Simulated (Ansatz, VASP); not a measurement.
One calculation of LiCl, two programs

```xyz
2
Lattice="0.0000 2.6061 2.6061 2.6061 0.0000 2.6061 2.6061 2.6061 0.0000" Properties=species:S:1:pos:R:3 pbc="T T T"
Li    0.0000    0.0000    0.0000
Cl    2.6061    2.6061    2.6061
```

Alike in both runs: functional r2SCAN; k mesh 10 × 10 × 10; occupations fermi-dirac, width 0.02 eV; no spin polarisation.

Ansatz relaxed the structure, and its values are those at the end. VASP's run is a single point on that final structure, the one shown.

|  | VASP | Ansatz |
| --- | --- | --- |
| version | VASP 6.6.1 | Ansatz 0.2.0 |
| potentials or method | VASP PAW PBE potentials, release 64 (Li_sv, Cl) | PAW plane waves |
| plane-wave cutoff (eV) | 520 | 500 |
| valence electrons in the cell | 10 | 10 |

Ansatz gave:

```
gap on the k mesh at the Fermi level (eV) : 6.94
```

Task: What did VASP give for the same quantities?

Result: gap on the k mesh at the Fermi level (eV): 7.01.

Ansatz warned: «stress_scf_threshold_loose».

Caveats: the PAW data sets were made with another functional, which shifts forces and pressure a little (VASP). r2SCAN opens gaps a little over a GGA but as a rule still falls short of measured ones. A k mesh can miss the band edges.
